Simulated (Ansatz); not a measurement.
Energy landscape near a HfH₂ structure

These are results of Ansatz, DFT PBEsol, scalar-relativistic, plane waves, PAW, not measurements.

Settings: cutoff 420 eV, Γ-centred mesh 16×16×16 on the computed 3-atom cell, Gaussian smearing of 0.10 eV; no spin polarisation.

Reference cell:

```yaml
crystal:
  lattice:
    - [-1.73900, 1.73900, 2.18050]
    - [1.73900, -1.73900, 2.18050]
    - [1.73900, 1.73900, -2.18050]
  atoms:
    - { symbol: Hf, position: [0.00000, 0.00000, 0.00000] }
    - { symbol: H, position: [0.75000, 0.25000, 0.50000] }
    - { symbol: H, position: [0.25000, 0.75000, 0.50000] }
```

Each variant moves atoms of this cell by the vectors given, if any (Å), and then applies a symmetric strain (tensor components, Cartesian axes). The reference cell isn't relaxed at this level. Energies are per atom at zero smearing, counted from the lowest variant. Pressure is positive in compression.

1. strain (xx yy zz yz xz xy, %) 1.11 1.11 -4.89 0.00 0.00 0.00
2. strain (xx yy zz yz xz xy, %) 0.43 0.43 -8.57 0.00 0.00 0.00
3. strain (xx yy zz yz xz xy, %) 2.26 2.26 3.76 0.00 0.00 0.00

```
variant  ΔE (meV/atom) P (GPa) largest force (eV/Å) gap on mesh (eV) space group
      1              ?        ?                     ?                 ?            ?
      2           10.3     6.30                  0.00                 0       I4/mmm
      3           50.9   -14.38                  0.00                 0       I4/mmm
```

Give the withheld rows.

```csv
variant,ΔE (meV/atom),P (GPa),largest force (eV/Å),gap on mesh (eV),space group
1,0.0,-1.86,0.00,0,I4/mmm
```

Spin-orbit coupling is left out, which matters for the bands of heavy elements.